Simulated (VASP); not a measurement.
Sb:

```
CELL_PARAMETERS angstrom
3.36900 0.00000 0.00000
-1.68450 2.91764 0.00000
0.00000 0.00000 5.33000
ATOMIC_POSITIONS crystal
Sb 0.33333 0.66667 0.25000
Sb 0.66667 0.33333 0.75000
```

This isn't the form of Sb at room conditions, which is rhombohedral.

- Program: VASP 6.6.1
- Task: relaxation of cell and atoms
- Functional: PBE
- Dispersion: D3(BJ)
- Potentials or basis: VASP PAW PBE potentials, release 64 (Sb)
- Cutoff: 600 eV
- k mesh: 15 × 15 × 8
- Occupations: gaussian, width 0.1 eV
- Spin: no spin polarisation

At the start: pressure -0.3 GPa; volume 26.20 Å³/atom.

Task: How do energy, volume and symmetry change on relaxing?

Result: Over 7 steps the energy falls by 6.9 meV/atom and the volume is 26.06 Å³/atom (-0.5 %); space group P6_3/mmc (No. 194, to 0.05 Å).

The path:
```csv
step,energy change (eV),largest force (eV/Å),pressure (GPa),volume (Å³)
1,0.0000,0.0000,-0.29,52.39
2,-0.0096,0.0000,0.08,52.03
3,-0.0128,0.0000,0.55,51.69
4,-0.0134,0.0000,-0.36,52.39
5,-0.0137,0.0000,-0.03,52.13
6,-0.0137,0.0000,-0.04,52.14
7,-0.0138,0.0000,-0.02,52.12
```

Final structure:
```
CELL_PARAMETERS angstrom
3.31341 0.00000 0.00000
-1.65671 2.86950 0.00000
0.00000 0.00000 5.48207
ATOMIC_POSITIONS crystal
Sb 0.33333 0.66667 0.25000
Sb 0.66667 0.33333 0.75000
```

Caveat: pairwise dispersion overbinds metals, which lowers pressure and volume.
